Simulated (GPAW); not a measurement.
# Ag: single point with LDA

The system is Ag.

```
Ag
1.0
    -1.65565    1.65565    1.65565
     1.65565   -1.65565    1.65565
     1.65565    1.65565   -1.65565
Ag
1
Direct
  0.00000 0.00000 0.00000
```

This isn't the form of Ag at room conditions, which is fcc.

| Quantity | Value |
| --- | --- |
| Program | GPAW 26.7.0 |
| Task | single point |
| Functional | LDA |
| Potentials or basis | the program's PAW data sets (release 1.2.1) made for this functional |
| Cutoff | 600 eV |
| Basis | pw |
| k mesh | 11 × 11 × 11 |
| Occupations | fermi-dirac, width 0.05 eV |
| Spin | no spin polarisation |

The pressure is -11.5 GPa and the band gap on the k mesh is none (metal or under the smearing width).

Levels at points of the mesh, in eV from the Fermi level:
```
           k point  band 5  band 6  band 7  band 8  band 9  band 10  band 11  band 12  band 13  band 14
(0.00, 0.00, 0.00)   -4.60   -4.60   -4.60   -3.36   -3.36    18.00    18.00    18.00    23.36    23.36
```

Wall time 21 s on 1 thread of Intel(R) Xeon(R) Processor @ 2.70GHz (shared host), peak memory 0.14 GiB.
